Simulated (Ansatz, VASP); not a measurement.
## Cross-check of C between VASP and Ansatz

One calculation is typed for both programs; each brings its own data sets. How far apart do they land? The structure shown is the end of the Ansatz relaxation below.

Calculated with Ansatz 0.2.0; plane waves, with VASP 6.6.1 beside it; single point at PBEsol.

**1. Set-up**

It takes space group I4_1/amd (No. 141, tetragonal). The conventional cell has a = 2.519 Å, b = 2.519 Å, c = 3.483 Å, α = 90.00°, β = 90.00°, γ = 90.00°. Nearest to C lie 4 C at 1.53 Å.

**2. Ansatz: relaxation, PBEsol**

Ansatz runs on its PAW soft_1 files.

This run makes the geometry at which the two programs are then compared.

input.yaml

```yaml
crystal:
  lattice:
    - [2.52543033, 0.0, 0.0]
    - [0.0, 2.52543033, 0.0]
    - [0.0, 0.0, 3.48265442]
  atoms:
    - { symbol: C, position: [0.0, 0.0, 0.5] }
    - { symbol: C, position: [0.5, 0.0, 0.75] }
    - { symbol: C, position: [0.5, 0.5, 1.0] }
    - { symbol: C, position: [0.0, 0.5, 0.25] }
kpoints:
  mp_grid: { grid: [11, 11, 8] }
scf:
  occupations: { method: fermi_dirac, width: 0.02 }
hamiltonian:
  xc: pbesol
  pseudopotentials: { kind: paw, azcp: { folder: soft_1 }, xc_functional: pbe }
basis:
  ecutwfc: 600
output:
  forces: true
  stress: true
  write_density: true
  write_potential: true
  elf: true
  volumetric_format: npy
relax:
  f_tol: 0.005
  max_steps: 70
  cell: { stress_tol: 0.02, p_target: 0, fix: [c, alpha, beta, gamma] }
```

Command:

```sh
$ ansatz run input.yaml --threads 4 --pin off --max-ram 10240MiB --backend cpu --events-out ev --progress --plain --runs-dir out
```

Numbers of over 12 decimals in the logs are rounded to 6 here.

Output:

```text
Engine: ansatz 0.2.0, x86_64-unknown-linux-gnu
Pseudopotentials: kind: paw
Pseudopotential: C, paw, valence charge 4, recommended cutoff 420 eV (normal), soft_1/C.paw.azcp
Functional definition: PBEsol
  exchange = pbesol_x
  correlation = pbesol_c
Crystal: 4 atoms, lattice volume = 22.212 Å³
Basis set: ecut = 600 eV, 725 PW (Γ), exchange–correlation on 48×48×60 points (8 copies of the dense FFT grid, shifted against one another)
Bands: 12, of which v1, the nominal top of the filled ones, is band 8 counted from 1 (7 counted from 0)
Symmetry: 32 space group operations
Space group: I41/amd (ITA 141), of the structure as read, at distance tolerance 2.8e-5 Å
k-points: 105 of 968
Non-local potential: C, projectors of the file, l = 0: 2, l = 1: 2, l = 2: 1
PAW form: soft (Blöchl's): semilocal exchange-correlation on the pseudo side does not see the compensation charge
PAW frozen core: C, regenerated for the run's functional, and the local potential with it (the file was generated under x = pbe(κ = 0.804, μ = 0.219515), c = pbe(β = 0.066725))
PAW one-centre angular grid: C, 110 points (default); XC on 64 Gauss nodes
Initial density: superposition of atomic densities (chi_scale 0.1, normalization cell)
Initial wavefunctions: pseudopotential atomic-orbital guess
Functional: x = pbesol(κ = 0.804, μ = 0.123457), c = pbesol(β = 0.046)
SCF iter   1: F=—  HF=-987.850080 eV  |F-HF|=—  |Δ(HF+E_count)|=         —  Δρ=1.41e-1  dr2=3.07e0  ethr=3.10e-3  ⟨swp⟩=5.3  Hψ=6616  notcnv=0
preconditioner: auto → none  [insulator: Δε(μ)=4.169 eV  Ē_g=17.524 eV  σ=0.020 eV  W_gap=1.00  n_scr=6 (ndim 8)  ℏωp=31.5 eV  f_vac=0.000  D(μ)=0.00/eV (n_scr^D=0)  ε∞_Penn≈4.2]
SCF iter   2: F=—  HF=-986.774855 eV  |F-HF|=—  |Δ(HF+E_count)|=    1.08e0  Δρ=5.52e-2  dr2=4.12e-1  ethr=3.10e-3  ⟨swp⟩=2.1  Hψ=3272  notcnv=0
SCF iter   3: F=—  HF=-986.652150 eV  |F-HF|=—  |Δ(HF+E_count)|=   1.23e-1  Δρ=5.59e-3  dr2=2.13e-3  ethr=2.57e-3  ⟨swp⟩=2.8  Hψ=2475  notcnv=0
SCF iter   4: F=—  HF=-986.652696 eV  |F-HF|=—  |Δ(HF+E_count)|=   5.46e-4  Δρ=2.17e-4  dr2=3.58e-6  ethr=1.33e-5  ⟨swp⟩=2.5  Hψ=2247  notcnv=0
SCF iter   5: F=—  HF=-986.652700 eV  |F-HF|=—  |Δ(HF+E_count)|=   3.98e-6  Δρ=2.88e-5  dr2=4.14e-8  ethr=6.25e-10  ⟨swp⟩=8.8  Hψ=7630  notcnv=0
SCF iter   6: F=-986.652700 eV  HF=-986.652700 eV  |F-HF|=7.40e-11  |Δ(HF+E_count)|=   4.20e-8  Δρ=1.81e-6  dr2=2.85e-10  ethr=2.59e-10  ⟨swp⟩=5.8  Hψ=6643  notcnv=0
SCF 1 converged in 6 iterations: F = -986.652700 eV  dr2 = 2.85e-10
  greatest PAW one-centre occupation: 0.647 electrons in one spin orbital (limit 2), on the C atom at site 3 (counted from 0), in its partial waves of l = 0
relax step   1: F+E_penalty+E_count = -986.65269984 eV  Δ(F+E_penalty+E_count) = +0.000e0 eV  max|allowed force component| = 4.163e-17 eV/Å  Δτ_max = 0.0000 Å  P = +4.700 GPa  Ω = 22.212 Å³  fix = [c, alpha, beta, gamma]  reactions: c +20.076 GPa  (6 SCF iters, dr2 threshold 1.00e-7 eV, accepted)
[...]
relax step   2: F+E_penalty+E_count = -986.65363983 eV  Δ(F+E_penalty+E_count) = -9.400e-4 eV  max|allowed force component| = 5.898e-17 eV/Å  Δτ_max = 0.0000 Å  P = +6.287 GPa  Ω = 22.137 Å³  energy of the carried Pulay correction = +2.436e-5 eV  fix = [c, alpha, beta, gamma]  reactions: c +20.710 GPa  (3 SCF iters, dr2 threshold 4.00e-7 eV, accepted)
[...]
relax step   3: F+E_penalty+E_count = -986.65374701 eV  Δ(F+E_penalty+E_count) = -1.072e-4 eV  max|allowed force component| = 1.388e-17 eV/Å  Δτ_max = 0.0000 Å  P = +7.001 GPa  Ω = 22.103 Å³  energy of the carried Pulay correction = +3.526e-5 eV  fix = [c, alpha, beta, gamma]  reactions: c +20.994 GPa  (3 SCF iters, dr2 threshold 4.00e-7 eV, accepted)
[...]
relax step   4: F+E_penalty+E_count = -986.65371166 eV  Δ(F+E_penalty+E_count) = +3.536e-5 eV  max|allowed force component| = 4.163e-17 eV/Å  Δτ_max = 0.0000 Å  P = +7.000 GPa  Ω = 22.103 Å³  fix = [c, alpha, beta, gamma]  reactions: c +20.994 GPa  stress off target by 3.46e-3 GPa on what of the cell is left free  SCF on the basis re-selected at this cell (its energy is not comparable with the rows above)  (3 SCF iters)
basis re-selected at this cell: Δ(F+E_penalty+E_count) = +3.536e-5 eV, ΔP = -0.001 GPa vs the last step (what re-selecting the basis moved, of the pressure what is left beyond the Pulay correction that the steps carried, after the strain that the cell walked since its last selection, with what the two solves' SCF thresholds leave and, on support functions, any second-order correction that the steps lacked; it is no m [...]
SCF converged after 3 iterations
Free energy (F): -986.653712 eV
Harris-Foulkes:  -986.653712 eV  (|F-HF|=1.82e-12)
Internal energy: -986.653712 eV  (E = F + TS)
E sigma→0 (E₀):  -986.653712 eV
Fermi energy:    15.755873 eV
--- Per-component energies (eV) ---
  E_band       = 74.082579
  E_kinetic    = 361.920749
  E_local      = -215.261207  (includes V_loc(G=0)·N_el)
  E_nonlocal   = 92.332285
  E_hartree    = 51.253686
  E_xc         = -190.403164
  E_vxc        = -235.926212  (∫ρ·V_xc dr)
  E_paw        = -384.527056  (= ΣΔE_a)
  E_vpaw       = -31.490421  (= ΣTr[D̂ρ^β])
  E_aug_tail   = 0.000018  (compensation charges beyond the density's cutoff)
  E_ewald      = -702.053425
  E_core_change = 0.084402  (= ΣΔE_core)
  E_smearing   = -0.000000  (= −TS)
  E_closure    = -0.000000  (closes the sum)
  Σ components = -986.653712   (vs F -986.653712, Δ=0.00e0)
--- Forces (eV/Å), atoms counted from 1 ---
  atom   1  C      0.00000000     0.00000000     0.00000000
  atom   2  C      0.00000000     0.00000000    -0.00000000
  atom   3  C      0.00000000    -0.00000000     0.00000000
  atom   4  C     -0.00000000     0.00000000     0.00000000
  max |Σ_I F_I| component: 2.78e-17 eV/Å
--- Stress (GPa, compression-positive) ---
        0.003462      -0.000000       0.000000
        0.000000       0.003462       0.000000
        0.000000       0.000000      20.993726
  P = ⅓ Tr σ = 7.0002 GPa (70.002 kbar)
--- Band table (eV; the first three rows and the last of 105) ---
  k-point 0: bands = [... 4 lower, 7.0645, 13.6826, 13.6826, 14.0237, 18.1043, 18.1043, 19.2267, 19.5075]
  k-point 1: bands = [... 4 lower, 7.2131, 13.1058, 13.1058, 13.6782, 17.6500, 18.9230, 19.0954, 20.2004]
  k-point 2: bands = [... 4 lower, 7.6553, 11.8804, 11.8804, 12.7195, 17.5020, 18.7525, 20.1643, 21.7703]
  k-point 104: bands = [... 4 lower, 4.6167, 4.6167, 6.0417, 6.0417, 23.9107, 23.9107, 25.0615, 25.0615]
--- Relaxed structure (3 steps of the walk, 3 accepted, 1 SCFs on fresh bases) ---
  F+E_penalty+E_count = -986.65371166 eV   max|allowed force component| = 4.163e-17 eV/Å   (the final SCF, on the basis selected at the relaxed cell)
  cell:  # Å, volume = 22.1034 Å³
    - [2.519270, 0, 0.0]
    - [0, 2.519270, 0.0]
    - [0.0, 0.0, 3.48265442]
  atoms:
    - { symbol: C, position: [0, 0, 0.5] }
    - { symbol: C, position: [0.5, 0, 0.75] }
    - { symbol: C, position: [0.5, 0.5, 1.0] }
    - { symbol: C, position: [0.0, 0.5, 0.25] }
```

**3. VASP: single point, PBEsol, pair 1**

The same cell, functional, mesh and smearing now go to VASP, with its own data sets.

Lines of VASP's logs that name or quote its potential files are left out, and so is its time.

INCAR

```
SYSTEM = C
PREC = Accurate
ENCUT = 600
EDIFF = 1E-06
NELM = 120
ISMEAR = -1
SIGMA = 0.02
LREAL = .FALSE.
ALGO = Normal
GGA = PS
NBANDS = 14
LORBIT = 11
LWAVE = .FALSE.
LCHARG = .FALSE.
ISIF = 2
LASPH = .TRUE.
GGA_COMPAT = .FALSE.
EFERMI = MIDGAP
```

POSCAR

```
C
1.0
    2.5192704774      0.0000000000      0.0000000000
    0.0000000000      2.5192704774      0.0000000000
    0.0000000000      0.0000000000      3.4826544200
C
4
Direct
    0.0000000000      0.0000000000      0.5000000000
    0.5000000000      0.0000000000      0.7500000000
    0.5000000000      0.5000000000      0.0000000000
    0.0000000000      0.5000000000      0.2500000000
```

KPOINTS

```
Automatic mesh
0
Gamma
11 11 8
0 0 0
```

The projector-augmented-wave data sets are C (PBE family, release 64).

Command:

```sh
$ mpirun -np 1 vasp_std
```

Output:

```text
[banner, memory and clock lines left out]
running    1 mpi-ranks, on    1 nodes
 distrk:  each k-point on    1 cores,    1 groups
 distr:  one band on    1 cores,    1 groups

 POSCAR found type information on POSCAR C
 POSCAR found :  1 types and       4 ions
|                                                                             |
|               ----> ADVICE to this user running VASP <----                  |
|                                                                             |
|     You enforced a specific xc type in the INCAR file but a different       |
|     [... a line on the potential file left out ...]
|     I HOPE YOU KNOW WHAT YOU ARE DOING!                                     |
|                                                                             |

 LDA part: xc-table for (Slater+PW92), standard interpolation
 POSCAR, INCAR and KPOINTS ok, starting setup
 FFT: planning ... GRIDC
 FFT: planning ... GRID_SOFT
 FFT: planning ... GRID
 WAVECAR not read
 entering main loop
       N       E                     dE             d eps       ncg     rms          rms(c)
DAV:   1     0.297963191285E+02    0.29796E+02   -0.93510E+03  2940   0.125E+03
DAV:   2    -0.374615260651E+02   -0.67258E+02   -0.61694E+02  4204   0.216E+02
DAV:   3    -0.398888128817E+02   -0.24273E+01   -0.24119E+01  3876   0.361E+01
DAV:   4    -0.399032952781E+02   -0.14482E-01   -0.14476E-01  3432   0.327E+00
DAV:   5    -0.399034549104E+02   -0.15963E-03   -0.15961E-03  3840   0.303E-01    0.813E+00
DAV:   6    -0.388440130131E+02    0.10594E+01   -0.65859E-01  3216   0.572E+00    0.479E+00
DAV:   7    -0.384758348793E+02    0.36818E+00   -0.74762E-01  3498   0.627E+00    0.101E+00
DAV:   8    -0.384765376502E+02   -0.70277E-03   -0.13140E-02  3702   0.877E-01    0.376E-02
DAV:   9    -0.384765708878E+02   -0.33238E-04   -0.69133E-05  3732   0.767E-02    0.244E-02
DAV:  10    -0.384765869372E+02   -0.16049E-04   -0.84840E-06  3678   0.278E-02    0.302E-03
DAV:  11    -0.384765867046E+02    0.23260E-06   -0.55218E-08  2550   0.202E-03
   1 F= -.38476587E+02 E0= -.38476587E+02  d E =0.000000E+00
```

Parts of OUTCAR (step 3):

```text
ion  position               nearest neighbor table
   1  0.000  0.000  0.500-   2 1.53   4 1.53   4 1.53   2 1.53
   2  0.500  0.000  0.750-   1 1.53   3 1.53   3 1.53   1 1.53
   3  0.500  0.500  0.000-   2 1.53   4 1.53   2 1.53   4 1.53
   4  0.000  0.500  0.250-   1 1.53   3 1.53   1 1.53   3 1.53

  LATTYP: Found a simple tetragonal cell.
 ALAT       =     2.5192704774
 C/A-ratio  =     1.3824059192

 Subroutine GETGRP returns: Found 16 space group operations
 (whereof  8 operations were pure point group operations)

The static configuration has the point symmetry D_2d.
 The point group associated with its full space group is D_4h.

 Found    105 irreducible k-points:

   k-points           NKPTS =    105   k-points in BZ     NKDIM =    105   number of bands    NBANDS=     14

   dimension x,y,z NGX =    20 NGY =   20 NGZ =   28
   dimension x,y,z NGXF=    40 NGYF=   40 NGZF=   56

   ENCUT  =  600.0 eV  44.10 Ry    6.64 a.u.   5.03  5.03  6.96*2*pi/ulx,y,z

   NELECT =      16.0000    total number of electrons

 k-points in reciprocal lattice and weights: Automatic mesh
   0.00000000  0.00000000  0.00000000       0.001
   0.09090909  0.00000000  0.00000000       0.004
   0.18181818  0.00000000  0.00000000       0.004
   0.27272727  0.00000000  0.00000000       0.004
   0.36363636  0.00000000  0.00000000       0.004
   0.45454545  0.00000000  0.00000000       0.004
   0.09090909  0.09090909  0.00000000       0.004
   0.18181818  0.09090909  0.00000000       0.008
   0.27272727  0.09090909  0.00000000       0.008
[...]
0.45454545  0.36363636  0.50000000       0.008
   0.45454545  0.45454545  0.50000000       0.004

 average (electrostatic) potential at core
       1 -45.1099       2 -45.1099       3 -45.1099       4 -45.1099

 E-fermi :  12.0515

 k-point     1 :       0.0000    0.0000    0.0000
  band No.  band energies     occupation
    ...
      4       3.3645      2.00000
      5       3.3645      2.00000
      6       9.9759      2.00000
      7       9.9759      2.00000
      8      10.3167      2.00000
      9      14.3866      0.00000
     10      14.3866      0.00000
     11      15.5184      0.00000
     12      15.7996      0.00000
     13      15.7996      0.00000
    ...

 k-point     2 :       0.0909    0.0000    0.0000
  band No.  band energies     occupation
    ...
      4       2.6271      2.00000
      5       3.4949      2.00000
      6       9.1594      2.00000
      7       9.6603      2.00000
      8       9.8715      2.00000
      9      14.5124      0.00000
     10      15.4680      0.00000
     11      15.9566      0.00000
     12      16.1850      0.00000
     13      16.3298      0.00000
    ...

 k-point     3 :       0.1818    0.0000    0.0000
  band No.  band energies     occupation
    ...
      4       1.1780      2.00000
      5       3.8794      2.00000
      6       7.4535      2.00000
      7       8.1832      2.00000
      8       9.5468      2.00000
      9      14.8862      0.00000
     10      16.4247      0.00000
     11      17.3833      0.00000
     12      17.4924      0.00000
     13      18.0676      0.00000
    ...

  Total        0.0721516      0.0721516      2.9679736      0.0000000     -0.0000000      0.0000000
  in kB        5.2299408      5.2299408    215.1347839      0.0000000     -0.0000000      0.0000000
  external PRESSURE =      75.1982219 kB  Pullay stress =       0.0000000 kB

  energy-cutoff  :      600.00
  volume of cell :       22.10
      direct lattice vectors                 reciprocal lattice vectors
     2.519270477  0.000000000  0.000000000     0.396940308  0.000000000  0.000000000
     0.000000000  2.519270477  0.000000000     0.000000000  0.396940308  0.000000000
     0.000000000  0.000000000  3.482654420     0.000000000  0.000000000  0.287137304

 POSITION                                       TOTAL-FORCE (eV/Angst)
 -----------------------------------------------------------------------------------
      0.00000      0.00000      1.74133         0.000000     -0.000000     -0.000000
      1.25964      0.00000      2.61199         0.000000     -0.000000      0.000000
      1.25964      1.25964      0.00000        -0.000000      0.000000     -0.000000
      0.00000      1.25964      0.87066         0.000000      0.000000     -0.000000
 -----------------------------------------------------------------------------------
    total drift:                                0.000000      0.000000     -0.000000

  FREE ENERGIE OF THE ION-ELECTRON SYSTEM (eV)
  ---------------------------------------------------
  free  energy   TOTEN  =       -38.4765867046 eV

  energy  without entropy=      -38.4765867046  energy(sigma->0) =      -38.47658670

 total charge
# of ion       s       p       d       tot
------------------------------------------
    1        0.826   1.771   0.000   2.597
    2        0.826   1.771   0.000   2.597
    3        0.826   1.771   0.000   2.597
    4        0.826   1.771   0.000   2.597
--------------------------------------------------
tot          3.306   7.083   0.000  10.388

[... 3 further parts left out ...]
```

The run ends at a pressure of 7.52 GPa.

**4. Side by side**

Known differences besides the potentials themselves: Ansatz makes its cores anew for this functional, VASP keeps those of its PBE data sets; Ansatz's pressure holds a Pulay correction, VASP's none. Total energies have different zeros and are not compared.

The two programs side by side:

| quantity | Ansatz | VASP | difference |
| --- | --- | --- | --- |
| pressure (GPa) | 7.00 | 7.52 | -0.52 |
| gap on the k mesh (eV) | 3.478 | 3.470 | +0.009 |

A gap on the mesh is an upper bound, since the band edges may lie between its points.

**5. Ansatz: relaxation, PBEsol**

This run makes the geometry at which the two programs are then compared. The cell compared in this pair holds 22.79 Å³, against 22.10 Å³ for the pair before.

The structure compared here is the end of the Ansatz relaxation.

input.yaml, the sections that differ from step 2:

```yaml
crystal:
  lattice:
    - [2.50030167, 0.0, 0.0]
    - [0.0, 2.50030167, 0.0]
    - [0.0, 0.0, 3.62480358]
  atoms:
    - { symbol: C, position: [0.0, 0.0, 0.5] }
    - { symbol: C, position: [0.5, 0.0, 0.75] }
    - { symbol: C, position: [0.5, 0.5, 1.0] }
    - { symbol: C, position: [0.0, 0.5, 0.25] }
output:
  forces: true
  stress: true
# kpoints, scf, hamiltonian, basis, relax: as in step 2
```

Command:

```sh
$ ansatz run input.yaml --threads 4 --pin off --max-ram 10240MiB --backend cpu --events-out ev --progress --plain --runs-dir out
```

Output:

```text
[...]
Crystal: 4 atoms, lattice volume = 22.660 Å³
Basis set: ecut = 600 eV, 739 PW (Γ), exchange–correlation on 40×40×60 points (8 copies of the dense FFT grid, shifted against one another)
Bands: 12, of which v1, the nominal top of the filled ones, is band 8 counted from 1 (7 counted from 0)
Symmetry: 32 space group operations
[...]
k-points: 105 of 968
[...]
0.000000       0.000000     -20.484702
  P = ⅓ Tr σ = -6.8202 GPa (-68.202 kbar)
--- Relaxed structure (3 steps of the walk, 3 accepted, 1 SCFs on fresh bases) ---
[...]
cell:  # Å, volume = 22.7932 Å³
    - [2.507613, 0, 0.0]
    - [0, 2.507613, 0.0]
    - [0.0, 0.0, 3.62480358]
  atoms:
    - { symbol: C, position: [0, 0, 0.500000] }
    - { symbol: C, position: [0.5, 0, 0.75] }
    - { symbol: C, position: [0.5, 0.5, 1.000000] }
    - { symbol: C, position: [0, 0.5, 0.250000] }
[key lines of the parts left out:]
SCF converged after 3 iterations
Free energy (F): -986.654360 eV
Fermi energy:    15.202031 eV
```

**6. VASP: single point, PBEsol, pair 2**

The same cell, functional, mesh and smearing now go to VASP, with its own data sets.

INCAR is that of step 3.

POSCAR

```
C
1.0
    2.5076128022      0.0000000000      0.0000000000
    0.0000000000      2.5076128022      0.0000000000
    0.0000000000      0.0000000000      3.6248035800
C
4
Direct
    0.0000000000      0.0000000000      0.5000000000
    0.5000000000      0.0000000000      0.7500000000
    0.5000000000      0.5000000000      0.0000000000
    0.0000000000      0.5000000000      0.2500000000
```

KPOINTS is that of step 3.

Command:

```sh
$ mpirun -np 1 vasp_std
```

Output:

```text
[banner, memory and clock lines left out]
running    1 mpi-ranks, on    1 nodes
[...]
[... a notice as in an earlier step ...]

 LDA part: xc-table for (Slater+PW92), standard interpolation
 POSCAR, INCAR and KPOINTS ok, starting setup
[...]
entering main loop
       N       E                     dE             d eps       ncg     rms          rms(c)
DAV:   1     0.296460530781E+02    0.29646E+02   -0.92906E+03  2940   0.125E+03
DAV:   2    -0.373700226386E+02   -0.67016E+02   -0.61597E+02  4242   0.214E+02
DAV:   3    -0.397705498814E+02   -0.24005E+01   -0.23898E+01  3870   0.357E+01
DAV:   4    -0.397858518313E+02   -0.15302E-01   -0.15296E-01  3452   0.337E+00
[...]
DAV:   9    -0.384821538848E+02   -0.34477E-04   -0.71732E-05  3684   0.775E-02    0.242E-02
DAV:  10    -0.384821701932E+02   -0.16308E-04   -0.89313E-06  3720   0.282E-02    0.336E-03
DAV:  11    -0.384821699321E+02    0.26113E-06   -0.56966E-08  2532   0.205E-03
   1 F= -.38482170E+02 E0= -.38482170E+02  d E =0.000000E+00
```

[end of part 1 of 2]

[Lines on the potential files, build, host, timing and source positions are cut from VASP's logs without a mark.]

[Logs are printed without paths, hosts, clocks, repeated set-up lines and the standing remarks that a program may print on its own settings, such as how far it seeks lower states.]

[Hosts, paths, dates, database ids (printed as entryN), source tags and the programs' standing remarks are cut or masked in the printed files.]
